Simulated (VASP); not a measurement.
KBr: band structure with PBE

Crystal: KBr.

```
K Br
1.0
     0.00000    3.27989    3.27989
     3.27989    0.00000    3.27989
     3.27989    3.27989    0.00000
K Br
1 1
Direct
  0.00000 0.00000 0.00000
  0.50000 0.50000 0.50000
```

| Quantity | Value |
| --- | --- |
| Program | VASP 6.6.1 |
| Task | band structure |
| Functional | PBE |
| Potentials or basis | VASP PAW PBE potentials, release 64 (K_sv, Br) |
| Cutoff | 520 eV |
| k mesh | 6 × 6 × 6 |
| Occupations | gaussian, width 0.03 eV |
| Spin | spin-orbit coupling, no magnetisation |
| Further INCAR settings | ALGO = Fast; EDIFF = 1e-06; NBANDS = 28 |

```
Pressure                                              : 1.1 GPa
Valence electrons inside the program's atomic spheres : K 7.57; Br 4.91
```

It took 6.2 min on 1 thread of Intel(R) Xeon(R) Platinum 8488C (Sapphire Rapids), on a shared host, peak memory 0.39 GiB.
